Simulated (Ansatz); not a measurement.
# CuO (Cccm) in Ansatz: notebook, part 2 of 2

Ansatz 0.2.0. Earlier steps stand in the parts before.

**4. Relaxation of cell and atoms, PBE0**

input

```
crystal:
  lattice:
    - [1.990968, -2.15355, 0.0]
    - [1.990968, 2.15355, 0.0]
    - [0.0, 0.0, 5.155928]
  atoms:
    - { symbol: Cu, position: [0.5, 0.0, 0.0] }
    - { symbol: Cu, position: [0.0, 0.5, 0.5] }
    - { symbol: O, position: [0.5, 0.5, 0.25] }
    - { symbol: O, position: [0.5, 0.5, 0.75] }
hamiltonian:
  xc: pbe0
  pseudopotentials: { kind: paw }
kpoints:
  mp_grid: { grid: [6, 6, 4] }
scf:
  occupations: { method: fermi_dirac, width: 0.05 }
output:
  forces: true
  stress: true
  eigenvalues: true
relax:
  f_tol: 0.01
  max_steps: 40
  cell: { stress_tol: 0.05 }
```

Potentials or basis: Ansatz PAW.

Standard output:

```text
GPUs: using 1 of 1 available (devices: 1).
Engine: ansatz 0.2.0, x86_64-unknown-linux-gnu
Pseudopotentials: kind: paw
Pseudopotential: Cu, paw, valence charge 19, recommended cutoff 420 eV (normal), Cu.paw.azcp
Pseudopotential: O, paw, valence charge 6, recommended cutoff 420 eV (normal), O.paw.azcp
Functional definition: PBE0
  parameter a = 0.25
  parameter kappa = 0.804
  parameter beta = 0.06672455060314922
  exchange = (1 - a)*pbe_x(kappa = kappa, mu = beta*pi^2/3) + a*exact_x
  correlation = pbe_c(beta = beta)
device memory: the entry about to start is reckoned to put 1.1 GiB on a device that reports 67.5 GiB free (of which the cap on the GPU budget leaves the run 18.0 GiB)
GPU FFT provider: cuFFT
GPU libraries: cuBLAS 13.8.2, cuFFT 12.4.0, cuSOLVER 12.3.4
Crystal: 4 atoms, lattice volume = 44.214 Å³
Basis set: ecut = 420 eV, 841 PW (Γ), exchange–correlation on 40×40×72 points (8 copies of the dense FFT grid, shifted against one another)
[... 510 lines left out ...]
  E_closure    = -0.000000  (closes the sum)
  Σ components = -14379.582528   (vs F -14379.582528, Δ=0.00e0)
--- Forces (eV/Å), atoms counted from 1 ---
  atom   1  Cu     0.00000000     0.00000000     0.00000000
  atom   2  Cu     0.00000000    -0.00000000     0.00000000
  atom   3  O      0.00000000    -0.00000000    -0.00000000
  atom   4  O     -0.00000000     0.00000000     0.00000000
  max |Σ_I F_I| component: 1.16e-25 eV/Å
--- Stress (GPa, compression-positive) ---
        0.021420      -0.000000      -0.000000
       -0.000000      -0.013388       0.000000
       -0.000000       0.000000      -0.000952
  P = ⅓ Tr σ = 0.0024 GPa (0.024 kbar)
--- Band table (eV; the first three rows and the last of 39) ---
  k-point 0: bands = ["-108.4379", "-108.4373", "-64.3264", "-64.3261", "-64.3118", "-64.3027", "-63.9685", "-63.9682", "-11.9727", "-10.5298", "0.8263", "3.6661", "3.7635", "5.0903", "5.5007", "5.6587", "6.0856", "6.1148", "6.3266", "6.4061", "6.4094", "6.4693", "6.9740", "7.2865", "11.9130", "12.1459", "13.3838", "18.1943", "19.9715", "25.6324"]
  k-point 1: bands = ["-108.4378", "-108.4374", "-64.3261", "-64.3259", "-64.3106", "-64.3042", "-63.9684", "-63.9682", "-11.7936", "-10.7821", "1.4717", "3.7275", "3.8016", "4.7379", "5.4553", "5.4949", "5.5039", "5.5198", "6.3397", "6.3975", "6.8500", "6.8527", "7.1599", "7.2282", "11.5948", "11.7827", "14.1571", "17.0272", "21.6447", "25.8208"]
  k-point 2: bands = ["-108.4376", "-108.4376", "-64.3260", "-64.3260", "-64.3076", "-64.3076", "-63.9683", "-63.9683", "-11.3233", "-11.3233", "3.0820", "3.0820", "3.8237", "3.8237", "5.1948", "5.1948", "5.5072", "5.5072", "6.3696", "6.3696", "6.6726", "6.6726", "7.6883", "7.6883", "11.3298", "11.3298", "15.5587", "15.5587", "24.3262", "24.3262"]
  k-point 38: bands = ["-108.4359", "-108.4359", "-64.3398", "-64.3398", "-64.3018", "-64.3018", "-63.9799", "-63.9799", "-10.4952", "-10.4952", "3.2107", "3.2107", "3.3720", "3.3720", "3.8518", "3.8518", "5.7983", "5.7983", "6.2971", "6.2971", "7.1532", "7.1532", "7.6954", "7.6954", "9.9523", "9.9523", "15.9498", "15.9498", "23.2067", "23.2067"]
--- Relaxed structure (6 steps of the walk, 6 accepted, 2 SCFs on fresh bases) ---
  F+E_penalty+E_count = -14379.58252788 eV   max|allowed force component| = 1.527e-16 eV/Å   (the final SCF, on the basis selected at the relaxed cell)
  cell:  # Å, volume = 43.3787 Å³
    - [2.0130189780768233, -2.108679298938216, 3.564769209385604e-18]
    - [2.0130189780768233, 2.108679298938216, -3.564769209385604e-18]
    - [-5.61640778066791e-34, -8.534602577237167e-18, 5.109609587588358]
  atoms:
    - { symbol: Cu, position: [0.5, 7.059216094232555e-37, -4.81482486096809e-35] }
    - { symbol: Cu, position: [-1.0118421731477372e-18, 0.5, 0.5] }
    - { symbol: O, position: [0.5, 0.5, 0.25] }
    - { symbol: O, position: [0.5, 0.5, 0.75] }
```

Run time: 3.2 min. Hardware: 1 × NVIDIA H100 80GB HBM3 with 2 threads of AMD EPYC 7R13 (Zen 3), shared host; peak memory 2.5 GiB.

What came out:

| Item | Value |
| --- | --- |
| Free energy | -14379.5825 eV |
| Relaxed volume | 10.84 Å³/atom |
| Relaxed cell | a = 2.915 Å, b = 2.915 Å, c = 5.110 Å, α = 90.00°, β = 90.00°, γ = 92.66° |
| Space group after relaxing (to 0.05 Å) | Cccm (No. 66) |
| Energy gained by relaxing | 2.8 meV/atom |
| Ionic steps | 8 |
| Pressure after relaxing | 0.0 GPa |
| Band gap on the k mesh | none (metal or under the smearing width) |

Step by step:
```csv
step,energy change (eV),largest force (eV/Å),volume (Å³)
1,0.0000,0.0000,44.21
2,-0.0093,0.0000,43.79
3,-0.0138,0.0000,43.33
4,-0.0139,0.0000,43.38
5,-0.0139,0.0000,43.39
6,-0.0111,0.0000,43.39
7,-0.0112,0.0000,43.38
8,-0.0112,0.0000,43.38
```

Final structure:
```
CELL_PARAMETERS angstrom
2.01302 -2.10868 0.00000
2.01302 2.10868 0.00000
0.00000 0.00000 5.10961
ATOMIC_POSITIONS crystal
Cu 0.50000 0.00000 0.00000
Cu 0.00000 0.50000 0.50000
O 0.50000 0.50000 0.25000
O 0.50000 0.50000 0.75000
```

Caveat: the plane-wave basis is chosen anew once the cell has moved, so the energies of steps on either side of that aren't comparable; the pressure holds a Pulay correction of +0.6 GPa for the finite cutoff; the run has no spin polarisation, though such a crystal can be magnetic; the PAW data sets come from PBE, with cores solved anew for the run's functional, which leaves a small shift of forces and pressure.

**5. The runs side by side**

| task | level | cell | gap on the mesh (eV) | pressure (GPa) | relaxed volume (Å³/atom) |
| --- | --- | --- | --- | --- | --- |
| relaxation of cell and atoms | HSE06 | relaxed | none | 0.0 | 10.87 |
| single point | PBE0 | as given | none | -3.4 | - |
| relaxation of cell and atoms | PBE0 | relaxed | none | 0.0 | 10.84 |

Alike in all rows: potentials or basis Ansatz PAW; no spin polarisation; k mesh 6 × 6 × 4; cutoff (eV) 420; smearing fermi-dirac 0.05 eV.

Caveats: the run has no spin polarisation, though such a crystal can be magnetic; the PAW data sets come from PBE, with cores solved anew for the run's functional, which leaves a small shift of forces and pressure; the plane-wave basis is chosen anew once the cell has moved, so the energies of steps on either side of that aren't comparable (some runs); the thresholds are loose for stress (some runs).

Total energies depend on the potentials used, so only differences within one code and one set of settings carry meaning.
